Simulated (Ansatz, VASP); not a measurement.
**KCl: VASP beside Ansatz**

```
CELL_PARAMETERS angstrom
0.00000 3.25078 3.15610
3.25078 0.00000 3.15610
3.25078 3.25078 0.00000
ATOMIC_POSITIONS crystal
K 0.00000 0.00000 0.00000
Cl 0.50000 0.50000 0.50000
```

Change from the starting cell: equal xx and yy strain of +3 %.

Alike in both runs: task single point; functional LDA; k mesh 7 × 7 × 7; occupations fermi-dirac, width 0.03 eV; no spin polarisation.

|  | VASP | Ansatz |
| --- | --- | --- |
| version | VASP 6.6.1 | Ansatz 0.2.0 |
| potentials or method | VASP PAW LDA potentials, release 64 (K_sv, Cl), cutoff 520 eV | all-electron LAPW, scalar-relativistic |

Ansatz gave:

```
gap on the k mesh at the Fermi level (eV)       : 4.52
pressure (GPa)                                  : -2.7
largest component of the traceless stress (GPa) : 0.37
```

Q: Estimate VASP's values.

A: gap on the k mesh at the Fermi level (eV): 4.52; pressure (GPa): -2.7; largest component of the traceless stress (GPa): 0.38.

Ansatz ran all-electron here, so the differences hold the error of VASP's frozen core and of both bases.

Caveats: an odd mesh through Γ misses points on the zone boundary, where band edges often lie.
